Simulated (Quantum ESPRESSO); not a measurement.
The system is MnO.

```
Mn O
1.0
     3.37170    0.00000    0.00000
    -1.68585    2.91998    0.00000
     0.00000    0.00000    5.38550
Mn O
2 2
Cartesian
  0.0000 1.9467 0.0590
  1.6859 0.9733 2.7518
  0.0000 1.9467 2.0221
  1.6859 0.9733 4.7148
```

Measurements of this composition are mostly on another form, of space group No. 225.

Base run:

* Program: Quantum ESPRESSO 7.5
* Functional: LDA
* Potentials or basis: PseudoDojo 0.4.1 SR LDA standard
* Cutoff: 1306 eV
* Density cutoff: 5225 eV
* k mesh: 6 × 6 × 4
* Occupations: gaussian, width 0.05 eV
* Spin: collinear spin, ferromagnetic start
* Starting moments: [5.0, 5.0, 0.0, 0.0] μB
* Hubbard terms: Mn d U = 5 eV

Its results: band gap on the k mesh 0.10 eV, direct; pressure 2.0 GPa; net moment 10.00 μB per cell; site moments Mn +3.96; O +0.13 μB; largest force 0.837 eV/Å.

Q: The run is repeated on the same cell with these changes: hubbard terms from Mn d U = 5 eV to Mn d U = 6 eV. What comes out?

A: Band gap on the k mesh 0.11 eV, direct; pressure 3.2 GPa; net moment 10.00 μB per cell; site moments Mn +3.98; O +0.11 μB; largest force 0.877 eV/Å.

Caveats: only a ferromagnetic start was run, and an antiferromagnetic order may lie lower in energy.

